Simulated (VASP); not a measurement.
Write the native input for VASP 6.6.1 that does the following.

```
Task                   : electric field gradients
Functional             : r2SCAN
Potentials or basis    : VASP PAW PBE potentials, release 64 (Hg, Te)
Cutoff                 : 520 eV
k mesh                 : 7 × 7 × 7
Occupations            : gaussian, width 0.05 eV
Spin                   : no spin polarisation
Further INCAR settings : ALGO = Normal; EDIFF = 1e-08
```

The structure of HgTe lies in POSCAR:

```
HgTe
1.0
    0.0000000000      3.1800000000      3.1800000000
    3.1800000000      0.0000000000      3.1800000000
    3.1800000000      3.1800000000      0.0000000000
Hg Te
1 1
Cartesian
    0.0000000000      0.0000000000      0.0000000000
    3.1800000000      3.1800000000      3.1800000000
```

Measurements of this composition are mostly on another form, of space group No. 216.

One way to write it, as run:

INCAR

```
SYSTEM = HgTe
PREC = Accurate ; ENCUT = 520
EDIFF = 1E-8 ; ISMEAR = 0
SIGMA = 0.05 ; LREAL = .FALSE.
LASPH = .TRUE. ; NELM = 100
ALGO = Normal ; ISIF = 2
LWAVE = .FALSE. ; LCHARG = .FALSE.
METAGGA = R2SCAN ; LMIXTAU = .TRUE.
LEFG = .TRUE.
```

KPOINTS

```
Automatic mesh
0
G
  7 7 7
  0 0 0
```

Potentials or basis: VASP PAW PBE potentials, release 64 (Hg, Te).

Run with:

```sh
$ cat potpaw_PBE.64/Hg/POTCAR potpaw_PBE.64/Te/POTCAR > POTCAR
$ mpirun -np 1 vasp_std > vasp.out
```

It gave:

```
Pressure               : -4.9 GPa
Band gap on the k mesh : none (metal or under the smearing width)
```

Caveat: the PAW data sets were made with another functional, which shifts forces and pressure a little.

Run time: 3 min on 1 thread of AMD EPYC 7R43 64-Core Processor (Zen 3) (shared host), peak memory 0.18 GiB.
